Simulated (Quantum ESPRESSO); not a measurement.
A run of Quantum ESPRESSO 7.5 is set up as follows.

The input pw.in:

```
&CONTROL
  calculation = 'scf'
  prefix = 'pwscf'
  outdir = './tmp'
  pseudo_dir = './pseudo'
  tprnfor = .true.
  tstress = .true.
  disk_io = 'nowf'
/
&SYSTEM
  ibrav = 0
  nat = 2
  ntyp = 2
  ecutwfc = 70
  nbnd = 20
  occupations = 'smearing'
  smearing = 'fd'
  degauss = 0.00367493
/
&ELECTRONS
  conv_thr = 4d-10
  electron_maxstep = 120
  mixing_beta = 0.5
/
ATOMIC_SPECIES
Zn    65.3800 Zn_ONCV_PBE-1.2.upf
S     32.0600 S_ONCV_PBE-1.2.upf
CELL_PARAMETERS angstrom
   0.0000000000    2.7020000000    2.7020000000
   2.7020000000    0.0000000000    2.7020000000
   2.7020000000    2.7020000000    0.0000000000
ATOMIC_POSITIONS crystal
Zn     0.7500000000    0.7500000000    0.7500000000
S      0.0000000000    0.0000000000    0.0000000000
K_POINTS automatic
6 6 6 0 0 0
```

Potentials or basis: SG15 PBE 1.2.

The run is started by

```console
$ OMP_NUM_THREADS=1 mpirun -n 4 pw.x -nk 4 -in pw.in > pw.out
```

(1) Predict the pressure.

(2) Predict the band gap on the k mesh.

Results:

(1) 1.7 GPa.

(2) 2.11 eV, direct.

**Experimental background.**

From “Electronic, vibrational, and thermodynamic properties of ZnS (zincblende and rocksalt structure)”, 2009, arxiv:0911.5022, for a bulk crystal of ZnS at 19 K: band gap 3.85 eV (direct).

A measured gap of ZnS is 3.85 eV (direct; 19 K; quoted in “Electronic, vibrational, and thermodynamic properties of ZnS (zincblende and rocksalt structure)”, 2009, arxiv:0911.5022); the calculated 2.11 eV misses it by -1.74 eV. The value is that of PBE, without temperature or zero-point motion. Semilocal functionals fall short of measured gaps as a rule.
